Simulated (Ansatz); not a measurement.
**Quadrupolar parameters in Te₂Mo under strain**

The cell is a COD entry, relaxed with PBE at fixed cell and then changed (z compressed by 3 %, ions relaxed).

```
CELL_PARAMETERS angstrom
6.33000 0.00000 0.00000
0.00000 3.46900 0.00000
-0.94679 0.00000 13.41280
ATOMIC_POSITIONS crystal
Te 0.55678 0.75000 0.34653
Te 0.44322 0.25000 0.65347
Te 0.58831 0.25000 0.10623
Te 0.41169 0.75000 0.89377
Te 0.09627 0.75000 0.15403
Te 0.90373 0.25000 0.84597
Te 0.05422 0.25000 0.39337
Te 0.94578 0.75000 0.60663
Mo 0.32026 0.75000 0.50663
Mo 0.67974 0.25000 0.49337
Mo 0.18186 0.25000 0.00801
Mo 0.81814 0.75000 0.99199
```

Atom numbers follow the list; atoms alike are taken as one site, whose name carries the number of the first.

Method: Kohn–Sham DFT in Ansatz, PBE, plane waves and PAW, scalar-relativistic, 420 eV cutoff, Γ-centred 7×13×4 k-points, Fermi–Dirac smearing 0.05 eV.

V_zz is the principal component of the electric field gradient with the largest magnitude, η = (V_xx − V_yy)/V_zz and C_Q = eQV_zz/h. Directions are in the Cartesian axes of the cell vectors above, for the atom listed; none is given where the gradient is under 0.02 or η is above 0.95.

**Question.** What field gradients does the calculation give at each kind of site?

**Answer.** 

| site | first atom | first shell | V_zz (10²¹ V/m²) | η | direction of V_zz (x, y, z) |
| --- | --- | --- | --- | --- | --- |
| Te1 | 1 | 3 Mo at 2.70–2.71 Å | -13.66 | 0.83 | -0.18 0.00 0.98 |
| Te3 | 3 | 3 Mo at 2.79–2.81 Å | 19.06 | 0.41 | 0.00 1.00 0.00 |
| Te5 | 5 | 3 Mo at 2.70 Å | -14.45 | 0.66 | 0.17 0.00 0.98 |
| Te7 | 7 | 3 Mo at 2.79–2.81 Å | 18.10 | 0.33 | 0.00 1.00 0.00 |
| Mo9 | 9 | 6 Te at 2.70–2.81 Å, 2 Mo at 2.88 Å | -6.85 | 0.79 | 0.80 0.00 -0.61 |
| Mo11 | 11 | 6 Te at 2.70–2.81 Å, 2 Mo at 2.88 Å | -7.11 | 0.77 | 0.78 0.00 0.63 |

With no gap above 0.1 eV, as in a metal, the gradients converge slowly in k; expect changes of a tenth or more on a denser mesh. Without spin–orbit coupling the gradients at and beside Te can be off by some per cent, at some sites by more.
